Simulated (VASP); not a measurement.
# Nd (P6_3/mmc) in VASP: reference runs

Reference runs on Nd: the cell as given.

All numbers are computed with VASP 6.6.1; they aren't measurements. Logs are shortened: lines on timing, memory, paths and dates and some standing lists are left out, and cuts for length are marked.

## Step 1: Starting point

Symmetry: P6_3/mmc, No. 194, hexagonal system. The conventional cell has a = 3.657 Å, b = 3.657 Å, c = 5.902 Å, α = 90.00°, β = 90.00°, γ = 120.00°. Nd (site symmetry -6m2) is surrounded by 12 Nd at 3.63 to 3.66 Å.

This isn't the form of Nd at room conditions, which is double hcp.

## Step 2: Single point, PBE, collinear spin, ferromagnetic start

INCAR reads:

```
SYSTEM = Nd
ALGO = Normal ; EDIFF = 1E-7
ENCUT = 520 ; GGA = PE
ISIF = 2 ; ISMEAR = -1
ISPIN = 2 ; LASPH = .True.
LCHARG = .True. ; LELF = .True.
LMAXMIX = 6 ; LORBIT = 11
LREAL = .False. ; LVHAR = .True.
LWAVE = .False. ; MAGMOM = 3 3
NBANDS = 25 ; NELM = 100
PREC = Accurate ; SIGMA = 0.05
```

KPOINTS reads:

```
k-points
0
Gamma
  8 8 5
  0 0 0
```

POSCAR reads:

```
Nd
1.0
    3.6570000000      0.0000000000      0.0000000000
   -1.8285000000      3.1670549016      0.0000000000
    0.0000000000      0.0000000000      5.9020000000
Nd
2
Direct
    0.6666666667      0.3333333333      0.7500000000
    0.3333333333      0.6666666667      0.2500000000
```

Potentials or basis: VASP PAW PBE potentials, release 64 (Nd).

Run with:

```console
cat potpaw_PBE.64/Nd/POTCAR > POTCAR
mpirun -np 1 vasp_std > vasp.out
```

OUTCAR:

```text
SYSTEM = Nd
   EDIFF = 1E-7
   ENCUT = 520
   GGA = PE
   ISIF = 2
   ISMEAR = -1
   ISPIN = 2
   LASPH = .True.
   LORBIT = 11
   LREAL = .False.
   NELM = 100
   PREC = Accurate

 ion  position               nearest neighbor table
   1  0.667  0.333  0.750-
   2  0.333  0.667  0.250-

  LATTYP: Found a hexagonal cell.
 ALAT       =     3.6570000000
 C/A-ratio  =     1.6138911676

  Lattice vectors:

 A1 = (   3.6570000000,   0.0000000000,   0.0000000000)
 A2 = (  -1.8285000000,   3.1670549016,   0.0000000000)
 A3 = (   0.0000000000,   0.0000000000,   5.9020000000)

Analysis of symmetry for initial positions (statically):
=====================================================================
 Subroutine PRICEL returns:
 Original cell was already a primitive cell.

 Routine SETGRP: Setting up the symmetry group for a
 hexagonal supercell.

 Subroutine GETGRP returns: Found 24 space group operations
 (whereof 12 operations were pure point group operations)
 out of a pool of 24 trial point group operations.

The static configuration has the point symmetry D_3d.
 The point group associated with its full space group is D_6h.

Analysis of symmetry for dynamics (positions and initial velocities):
=====================================================================
 Subroutine PRICEL returns:
 Original cell was already a primitive cell.

 Routine SETGRP: Setting up the symmetry group for a
 hexagonal supercell.

 Subroutine GETGRP returns: Found 24 space group operations
 (whereof 12 operations were pure point group operations)
 out of a pool of 24 trial point group operations.

The dynamic configuration has the point symmetry D_3d.
 The point group associated with its full space group is D_6h.

Analysis of structural, dynamic, and magnetic symmetry:
=====================================================================
 Subroutine PRICEL returns:
 Original cell was already a primitive cell.

 Routine SETGRP: Setting up the symmetry group for a
 hexagonal supercell.

 Subroutine GETGRP returns: Found 24 space group operations
 (whereof 12 operations were pure point group operations)
 out of a pool of 24 trial point group operations.

The overall configuration has the point symmetry D_3d.
 The point group associated with its full space group is D_6h.

 Subroutine INISYM returns: Found 24 space group operations
 (whereof 12 operations are pure point group operations),
 and found     1 'primitive' translations

----------------------------------------------------------------------------------------

                                     Primitive cell

  volume of cell :      68.3565

  direct lattice vectors                    reciprocal lattice vectors
     3.657000000  0.000000000  0.000000000     0.273448182  0.157875381  0.000000000
    -1.828500000  3.167054902  0.000000000     0.000000000  0.315750762  0.000000000
     0.000000000  0.000000000  5.902000000     0.000000000  0.000000000  0.169434090

  length of vectors
     3.657000000  3.657000000  5.902000000     0.315750762  0.315750762  0.169434090

  position of ions in fractional coordinates (direct lattice)
     0.666666667  0.333333333  0.750000000
     0.333333333  0.666666667  0.250000000

  ion indices of the primitive-cell ions
   primitive index   ion index
                 1           1
                 2           2

----------------------------------------------------------------------------------------

 KPOINTS: k-points

Automatic generation of k-mesh.
 Grid dimensions read from file:
 generate k-points for:    8    8    5

 Generating k-lattice:

  Cartesian coordinates                     Fractional coordinates (reciprocal lattice)
     0.034181023  0.019734423  0.000000000     0.125000000 -0.000000000  0.000000000
     0.000000000  0.039468845  0.000000000     0.000000000  0.125000000  0.000000000
     0.000000000  0.000000000  0.033886818     0.000000000  0.000000000  0.200000000

  Length of vectors
     0.039468845  0.039468845  0.033886818

  Shift w.r.t. Gamma in fractional coordinates (k-lattice)
     0.000000000  0.000000000  0.000000000

 Subroutine IBZKPT returns following result:
 ===========================================

 Found     30 irreducible k-points:

 Following reciprocal coordinates:
            Coordinates               Weight
  0.000000  0.000000  0.000000      1.000000
  0.125000  0.000000  0.000000      6.000000
  0.250000  0.000000  0.000000      6.000000
  0.375000  0.000000  0.000000      6.000000
  0.500000  0.000000  0.000000      3.000000
  0.125000  0.125000  0.000000      6.000000
[... 16 lines left out ...]
  0.250000  0.000000  0.400000     12.000000
  0.375000  0.000000  0.400000     12.000000
 [... further k-points ...]
   k-points           NKPTS =     30   k-points in BZ     NKDIM =     30   number of bands    NBANDS=     25
   number of dos      NEDOS =    301   number of ions     NIONS =      2
   total plane-waves  NPLWV =  37632
   dimension x,y,z NGX =    28 NGY =   28 NGZ =   48
   dimension x,y,z NGXF=    56 NGYF=   56 NGZF=   96
   ions per type =               2
   NGX,Y,Z   is equivalent  to a cutoff of  12.73, 12.73, 13.52 a.u.
   NGXF,Y,Z  is equivalent  to a cutoff of  25.46, 25.46, 27.04 a.u.
 SYSTEM =  Nd
   PREC   = accura    normal or accurate (medium, high low for compatibility)
   ISTART =      0    job   : 0-new  1-cont  2-samecut
   ICHARG =      2    charge: 1-file 2-atom 10-const
   ISPIN  =      2    spin polarized calculation?
   LNONCOLLINEAR =      F non collinear calculations
   LSORBIT =      F    spin-orbit coupling
   LASPH  =      T    aspherical Exc in radial PAW
   ENCUT  =  520.0 eV  38.22 Ry    6.18 a.u.   6.80  6.80 10.97*2*pi/ulx,y,z
   NELM   =    100;   NELMIN=  2; NELMDL= -5     # of ELM steps
   EDIFF  = 0.1E-06   stopping-criterion for ELM
   LREAL  =      F    real-space projection
   EDIFFG = 0.1E-05   stopping-criterion for IOM
   NSW    =      0    number of steps for IOM
   IBRION =     -1    ionic relax: 0-MD 1-quasi-New 2-CG
   NFREE  =      0    steps in history (QN), initial steepest desc. (CG)
   ISIF   =      2    stress and relaxation
   ISYM   =      2    0-nonsym 1-usesym 2-fastsym
   POTIM  = 0.5000    time-step for ionic-motion
   TEBEG  =    0.0;   TEEND  =   0.0 temperature during run
   PSTRESS=    0.0 pullay stress
   NELECT =      28.0000    total number of electrons
   NUPDOWN=      -1.0000    fix difference up-down
   EMIN   =  10.00;   EMAX   =-10.00  energy-range for DOS
   EFERMI =   0.00;   METHOD = LEGACY
   ISMEAR =    -1;   SIGMA  =   0.05  broadening in eV -4-tet -1-fermi 0-gaus
   EFERMI_NEDOS =   21; number of points for ismear=-14 and -15
   IALGO  =     38    algorithm
   IMIX   =      4    mixing-type and parameters
     AMIX     =   0.40;   BMIX     =  1.00
     AMIX_MAG =   1.60;   BMIX_MAG =  1.00
  volume/ion in A,a.u.               =      34.18       230.65
  Fermi-wavevector in a.u.,A,eV,Ry     =   1.215815  2.297558 20.112224  1.478207
  Thomas-Fermi vector in A             =   2.351190
   LORBIT       =     11    0 simple, 1 ext, 2 COOP (PROOUT), +10 PAW based schemes
   GGA     = PE    functional components
   LHFCALC =     F    Hartree Fock is set to
   AEXX    =    0.0000 exact exchange contribution
   IVDW    =     0    specifies the selected vdW correction
   LEPSILON=     F    determine dielectric tensor
   LRPA    =     F    only Hartree local field effects (RPA)
 spin polarized calculation
  energy-cutoff  :      520.00
  volume of cell :       68.36
 maximum number of plane-waves:      1858
 NGX is ok and might be reduce to    28
   NGX = 13   NGY = 13   NGZ = 21

 number of electron      28.0000007 magnetization       8.2272927

 Free energy of the ion-electron system (eV)
  ---------------------------------------------------
  ext. energy  EPLUGINS =         0.00000000
  ---------------------------------------------------
  free energy    TOTEN  =       -12.99438884 eV

  energy without entropy =      -12.93711357  energy(sigma->0) =      -12.96575121

 E-fermi :   4.6597     XC(G=0):  -9.8849

 val. band max:        4.6584828532   @ k =   0.3750   0.1250   0.2000
 cond. band min:       4.6606190661   @ k =   0.2500   0.1250   0.4000
 fundamental gap:      0.0021362129
 Fermi energy:         4.6596676650

 spin component 1

 k-point     1 :       0.0000    0.0000    0.0000
  band No.  band energies     occupation
      1     -32.6835      1.00000
      2     -32.5342      1.00000
      3     -14.4976      1.00000
      4     -13.5019      1.00000
      5     -13.5019      1.00000
      6     -13.3401      1.00000
[... 17 lines left out ...]
     24       5.2853      0.00000
     25       6.3126      0.00000

 k-point     2 :       0.1250    0.0000    0.0000
  band No.  band energies     occupation
      1     -32.6655      1.00000
      2     -32.5261      1.00000
      3     -14.4409      1.00000
      4     -13.6393      1.00000
      5     -13.5446      1.00000
      6     -13.4816      1.00000
[... 17 lines left out ...]
     24       5.2741      0.00000
     25       5.8485      0.00000

 k-point     3 :       0.2500    0.0000    0.0000
  band No.  band energies     occupation
      1     -32.6199      1.00000
      2     -32.5083      1.00000
      3     -14.2873      1.00000
      4     -13.9635      1.00000
      5     -13.7980      1.00000
      6     -13.6406      1.00000
[... 552 lines left out ...]
 k-point    23 :       0.2500    0.0000    0.4000
  band No.  band energies     occupation
      1     -32.5817      1.00000
      2     -32.5472      1.00000
      3     -14.1793      1.00000
      4     -14.0337      1.00000
      5     -13.7001      1.00000
      6     -13.5618      1.00000
[... 17 lines left out ...]
     24       5.0952      0.00016
     25       5.6192      0.00000

 k-point    24 :       0.3750    0.0000    0.4000
  band No.  band energies     occupation
      1     -32.5435      1.00000
      2     -32.5208      1.00000
      3     -14.3776      1.00000
      4     -14.3012      1.00000
      5     -13.7015      1.00000
      6     -13.6393      1.00000
[... 17 lines left out ...]
     24       5.1603      0.00004
     25       5.5418      0.00000

 [... further k-points ...]

 spin component 2

 k-point     1 :       0.0000    0.0000    0.0000
  band No.  band energies     occupation
      1     -31.0430      1.00000
      2     -30.8811      1.00000
      3     -13.2176      1.00000
      4     -12.2031      1.00000
      5     -12.2031      1.00000
      6     -12.0341      1.00000
[... 17 lines left out ...]
     24       7.6343      0.00000
     25       7.7987      0.00000

 k-point     2 :       0.1250    0.0000    0.0000
  band No.  band energies     occupation
      1     -31.0235      1.00000
      2     -30.8722      1.00000
      3     -13.1570      1.00000
      4     -12.3494      1.00000
      5     -12.2489      1.00000
      6     -12.1844      1.00000
[... 17 lines left out ...]
     24       7.4298      0.00000
     25       7.5763      0.00000

 k-point     3 :       0.2500    0.0000    0.0000
  band No.  band energies     occupation
      1     -30.9738      1.00000
      2     -30.8526      1.00000
      3     -12.9926      1.00000
      4     -12.6950      1.00000
      5     -12.5178      1.00000
      6     -12.3513      1.00000
[... 552 lines left out ...]
 k-point    23 :       0.2500    0.0000    0.4000
  band No.  band energies     occupation
      1     -30.9324      1.00000
      2     -30.8950      1.00000
      3     -12.8962      1.00000
      4     -12.7531      1.00000
      5     -12.3957      1.00000
      6     -12.2677      1.00000
[... 17 lines left out ...]
     24       7.3271      0.00000
     25       7.4687      0.00000

 k-point    24 :       0.3750    0.0000    0.4000
  band No.  band energies     occupation
      1     -30.8907      1.00000
      2     -30.8661      1.00000
      3     -13.1191      1.00000
      4     -13.0399      1.00000
      5     -12.3817      1.00000
      6     -12.3497      1.00000
[... 17 lines left out ...]
     24       7.3532      0.00000
     25       7.3682      0.00000

 [... further k-points ...]

------------------------ aborting loop because EDIFF is reached ----------------------------------------

  FORCE on cell =-STRESS in cart. coord.  units (eV):
  Direction    XX          YY          ZZ          XY          YZ          ZX
  --------------------------------------------------------------------------------------
  -------------------------------------------------------------------------------------
  Total        0.2429506      0.2429506     -0.0052639      0.0000000      0.0000000      0.0000000
  in kB        5.6944112      5.6944112     -0.1233774      0.0000000      0.0000000      0.0000000
  external PRESSURE =       3.7551483 kB  Pullay stress =       0.0000000 kB

 VOLUME and BASIS-vectors are now :
 -----------------------------------------------------------------------------
  energy-cutoff  :      520.00
  volume of cell :       68.36
      direct lattice vectors                 reciprocal lattice vectors
     3.657000000  0.000000000  0.000000000     0.273448182  0.157875381  0.000000000
    -1.828500000  3.167054902  0.000000000     0.000000000  0.315750762  0.000000000
     0.000000000  0.000000000  5.902000000     0.000000000  0.000000000  0.169434090

 POSITION                                       TOTAL-FORCE (eV/Angst)
 -----------------------------------------------------------------------------------
      1.82850      1.05568      4.42650        -0.000000      0.000000      0.000000
     -0.00000      2.11137      1.47550         0.000000     -0.000000      0.000000
 -----------------------------------------------------------------------------------
    total drift:                               -0.000000      0.000000     -0.000000

  FREE ENERGIE OF THE ION-ELECTRON SYSTEM (eV)
  ---------------------------------------------------
  free  energy   TOTEN  =       -12.9943888433 eV

  energy  without entropy=      -12.9371135742  energy(sigma->0) =      -12.96575121

 total charge

# of ion       s       p       d       f       tot
--------------------------------------------------
    1        2.025   5.364   0.559   3.267  11.215
    2        2.025   5.364   0.559   3.267  11.215
--------------------------------------------------
tot          4.051  10.727   1.118   6.534  22.430

 magnetization (x)

# of ion       s       p       d       f       tot
--------------------------------------------------
    1       -0.003  -0.092   0.215   3.241   3.361
    2       -0.003  -0.092   0.215   3.241   3.361
--------------------------------------------------
tot         -0.006  -0.183   0.430   6.481   6.723
```

Wall time 2.4 min (1 thread of AMD EPYC 9R45 (Zen 5), shared host); peak memory 0.23 GiB.

What came out:

```
Free energy                                           : -12.9944 eV
Pressure                                              : 0.4 GPa
Band gap on the k mesh                                : none (metal or under the smearing width)
Net moment                                            : 8.23 μB per cell
Site moments                                          : Nd +3.36 μB
Valence electrons inside the program's atomic spheres : Nd 11.21
```

Caveat: the magnetic or orbital state may not be the lowest; spin-orbit coupling is left out, which moves the levels of the heavy elements. The state reached can hang on the start; a lower one may exist.
